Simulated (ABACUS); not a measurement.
**Rh: equation of state with PBEsol**

**Measured values to compare with.**

“Thermal equation of state of rhodium characterized by XRD in a resistively heated diamond anvil cell”, 2024, pmc:11535440 quotes, for a bulk crystal of Rh: bulk modulus 264 ± 1 GPa.

Crystal: Rh.

```
Rh
1.0
     0.00000    1.89785    1.89785
     1.89785    0.00000    1.89785
     1.89785    1.89785    0.00000
Rh
1
Direct
  0.00000 0.00000 0.00000
```

```yaml
Program: ABACUS 3.10.1
Task: equation of state
Functional: PBEsol
Potentials_or_basis: PseudoDojo NC SR 0.4.1 PBEsol standard
Cutoff: 1211 eV
Density_cutoff: 4844 eV
Basis: plane waves
k_mesh: 12 × 12 × 12
Occupations: fermi-dirac, width 0.05 eV
Spin: no spin polarisation
```

```json
{
  "Equilibrium volume": "13.52 Å³/atom",
  "Bulk modulus": "296 GPa",
  "Pressure derivative of the bulk modulus": "5.1"
}
```

Energy against volume, from the lowest point:
```tsv
volume (Å³/atom)	energy (meV/atom)
12.851	32.72
13.125	10.24
13.398	0.00
13.671	0.58
13.945	10.73
14.218	29.31
14.492	55.33
```

All runs of the series together: 27 s on 4 threads of Intel(R) Xeon(R) Platinum 8488C (Sapphire Rapids), with other jobs on the host.

Measured bulk modulus of Rh: 264 GPa (quoted in “Thermal equation of state of rhodium characterized by XRD in a resistively heated diamond anvil cell”, 2024, pmc:11535440). This calculation gives 296 GPa (+12.3 %). The fit is for a static lattice scaled at fixed shape and fixed fractional positions.
